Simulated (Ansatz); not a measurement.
## Ansatz run, Sn

input.yaml (Ansatz 0.2.0)

```yaml
crystal:
  lattice:
    - [-1.870372, 1.870372, 1.870372]
    - [1.870372, -1.870372, 1.870372]
    - [1.870372, 1.870372, -1.870372]
  atoms:
    - { symbol: Sn, position: [0.0, 0.0, 0.0] }
  symmetry: { tolerance: 0.0003 }
kpoints:
  mp_grid: { grid: [4, 4, 4], shift: [0, 0, 0] }
magnetization:
  spin_polarized: false
scf:
  occupations: { method: fermi_dirac, width: 0.0571 }
hamiltonian:
  pseudopotentials: { kind: paw }
  xc: pbe0
basis:
  ecutwfc: 420
  fft_grid_basis: typed
output:
  forces: true
  stress: true
  eigenvalues: true
  bader: true
  populations: true
  elf: true
  write_potential: true
  volumetric_format: npy
  dos:
    e_range: [-12, 8]
    de: 0.05
    projected: { site_lists: { Sn: [Sn] } }
```

Parts of the output:

```
SCF iter   1: F=—  Δρ=1.03e-3  dr2=1.63e-4
SCF iter   2: F=—  Δρ=4.60e-4  dr2=3.71e-5
SCF iter   3: F=—  Δρ=7.53e-5  dr2=9.31e-7
SCF iter   4: F=—  Δρ=1.34e-5  dr2=2.05e-8
SCF iter   5: F=—  Δρ=2.83e-6  dr2=8.94e-10
SCF iter   6: F=-6024.0311 eV  Δρ=3.99e-7  dr2=1.49e-11
SCF iter   1: F=—  Δρ=5.17e-3  dr2=3.43e-3
SCF iter   2: F=—  Δρ=1.75e-3  dr2=6.67e-4
SCF iter   3: F=—  Δρ=3.33e-4  dr2=2.66e-4
SCF iter   4: F=—  Δρ=2.22e-5  dr2=2.49e-4
SCF iter   5: F=—  Δρ=6.90e-4  dr2=6.41e-5  defer=2
SCF iter   6: F=—  Δρ=1.27e-5  dr2=5.30e-6
SCF iter   7: F=-6027.2573 eV  Δρ=9.12e-5  dr2=1.25e-6
hybrid outer 1: dexx = +2.548e-3 eV, tail = 2.66e-5 eV
SCF iter   1: F=—  Δρ=2.27e-5  dr2=1.71e-6
SCF iter   2: F=—  Δρ=1.40e-5  dr2=1.61e-6
SCF iter   3: F=—  Δρ=2.41e-5  dr2=1.75e-7
SCF iter   4: F=-6027.2571 eV  Δρ=2.75e-6  dr2=7.57e-9
hybrid outer 2: dexx = +2.766e-7 eV, tail = 1.97e-8 eV, Δε = 4.21e-3 eV (about 2.10e-4 eV left of the loop's levels)
Free energy (F): -6027.2571 eV
Frozen-core exchange: fock
Harris-Foulkes:  -6027.2571 eV  (|F-HF|=1.36e-10)
Internal energy: -6027.2276 eV  (E = F + TS)
E sigma→0 (E₀):  -6027.2423 eV
Entropy (-TS):   -0.0295 eV (-29.537 meV/atom)
Fermi energy:    11.1311 eV
--- Per-component energies (eV) ---
  E_band       = -105.2655
  E_kinetic    = 185.8887
  E_local      = -795.1280  (includes V_loc(G=0)·N_el)
  E_nonlocal   = -33.6355
  E_hartree    = 510.1268
  E_xc         = -293.0182
  E_vxc        = -74.4484  (∫ρ·V_xc dr)
  E_exx        = -41.8052  (= α·E_x^exact, valence–valence)
  E_paw        = -4187.0572  (= ΣΔE_a)
  E_vpaw       = -324.5849  (= ΣTr[D̂ρ^β])
  E_aug_tail   =  0.0000  (compensation charges beyond the density's cutoff)
  E_ewald      = -1372.8712
  E_core_change = 0.2723  (= ΣΔE_core)
  E_smearing   = -0.0295  (= −TS)
--- Stress (GPa, compression-positive) ---
        1.7067       0.0000       0.0000
        0.0000       1.7067       0.0000
        0.0000       0.0000       1.7067
  P = ⅓ Tr σ = 1.7067 GPa (17.067 kbar)
--- Löwdin populations: 1 site ---
  site symbol       q [e]
     0     Sn     13.9573
  spilling = 0.0031 (of n_electrons = 14.0000)
--- Bader charges: 1 site ---
  site symbol  charge [e]  shift [e]
     0     Sn      0.0000     0.0000
```

Absolute energies hang on the potentials; compare differences alone.

Origin: a known structure type with other elements, at an estimated volume, so it need not be a known compound. Caveats: the exchange threshold is loose for a stress; the SCF threshold is loose for a stress; hybrid functional on a coarse k mesh.
